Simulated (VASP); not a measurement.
Input of a VASP 6.6.1 run:

The input INCAR:

```
ALGO = Normal ; EDIFF = 1E-6
EDIFFG = -0.03 ; ENCUT = 600
GGA = PE ; IBRION = 2
ISIF = 3 ; ISMEAR = 0
LASPH = True ; LCHARG = False
LREAL = False ; LWAVE = False
NELM = 100 ; NSW = 80
PREC = Accurate ; SIGMA = 0.05
```

The input KPOINTS:

```
k-points
0
Gamma
  8 8 4
```

Contents of POSCAR:

```
Rh
1.0
    2.6868192162      0.0000000000      0.0000000000
   -1.3434096081      2.3268536966      0.0000000000
    0.0000000000      0.0000000000      4.3884713865
Rh
2
Direct
    0.3333333333      0.6666666667      0.7500000000
    0.6666666667      0.3333333333      0.2500000000
```

Potentials or basis: VASP PAW PBE potentials, release 64 (Rh_pv).

Launch:

```bash
$ cat potpaw_PBE.64/Rh_pv/POTCAR > POTCAR
$ mpirun -np 1 vasp_std > vasp.out
```

Task: Predict the relaxed cell.

Result: a = 2.731 Å, b = 2.731 Å, c = 4.365 Å, α = 90.00°, β = 90.00°, γ = 120.00°.

Task: What does it give for the space group after relaxing (to 0.05 Å)?

Result: P6_3/mmc (No. 194).

Task: Predict the relaxed volume.

Result: 14.10 Å³/atom.

Step by step:
```csv
step,energy change (eV),largest force (eV/Å),pressure (GPa),volume (Å³)
1,0.0000,0.0000,7.45,27.44
2,0.0600,0.0000,-13.68,30.04
3,-0.0210,0.0000,-0.77,28.28
4,-0.0210,0.0000,-0.59,28.26
5,-0.0241,0.0000,0.04,28.19
```
